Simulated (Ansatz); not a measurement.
**From barrier to diffusion: H in AlP**

All numbers below come from DFT PBEsol, scalar-relativistic, plane waves, PAW in Ansatz. Settings: 420 eV cutoff, 2×2×2 k-mesh, shifted by half a step, Gaussian smearing of 0.02 eV, collinear spin.

Host crystal, relaxed:

```
CELL_PARAMETERS angstrom
0.00000 2.73556 2.73556
2.73556 0.00000 2.73556
2.73556 2.73556 0.00000
ATOMIC_POSITIONS crystal
Al 0.00000 0.00000 0.00000
P 0.75000 0.75000 0.75000
```

In a supercell of 32 host sites, interstitial H hops to an equivalent place, moving 0.99 Å. Climbing-image nudged elastic band at fixed cell; the order of the saddle wasn't checked, and the small cell leaves errors of about a tenth of an eV. Zero-point motion and tunnelling, which matter for H, are left out.

```tsv
image	path (Å)	E − E(0) (eV)
0	0.00	0.000
1	0.22	0.012
2	0.44	0.060
3	0.66	0.090
4	0.88	0.060
5	1.10	0.012
6	1.32	0.000
```

Task: What are the barriers forward and back, and what attempt frequency does the shape suggest?

Result: Forward 0.09 eV, back 0.09 eV, the ends being level. For a sinusoidal profile E_b sin²(πx/l), with the H atom alone moving, ν = (1/l)√(E_b/2m) = 2.1×10¹³ s⁻¹, within an order of magnitude of the customary 10¹³ s⁻¹; a true prefactor needs the vibrations at the minimum and at the saddle.

Task: With ν = 10¹³ s⁻¹, give the forward jump rate along this one path, the wait 1/k for that jump, the diffusivity D ≈ l²k and the distance √(Dt) covered in an hour at 300, 600 and 1000 K, taking the host as solid throughout.

Result: k = ν exp(−E_b/k_BT):
```json
{"T (K)": "300", "k (1/s)": "3.1×10¹¹", "wait (s)": "3.2×10⁻¹²", "D (cm²/s)": "3.0×10⁻⁵", "√(Dt) in 1 h (nm)": "3.3×10⁶"}
{"T (K)": "600", "k (1/s)": "1.8×10¹²", "wait (s)": "5.7×10⁻¹³", "D (cm²/s)": "1.7×10⁻⁴", "√(Dt) in 1 h (nm)": "7.9×10⁶"}
{"T (K)": "1000", "k (1/s)": "3.5×10¹²", "wait (s)": "2.8×10⁻¹³", "D (cm²/s)": "3.4×10⁻⁴", "√(Dt) in 1 h (nm)": "1.1×10⁷"}
```

D = l²k holds for six equivalent jumps in three dimensions (z l²k/6) and is a scale otherwise. Long-range transport needs a connected net of such jumps, and traps slow it. D is that of an interstitial already there. An error of 0.1 eV in the barrier changes k by a factor of 48 at 300 K and 3.2 at 1000 K.

Cost: 1 run of about 64 core-minutes, on Arm Neoverse N1 (shared hosts).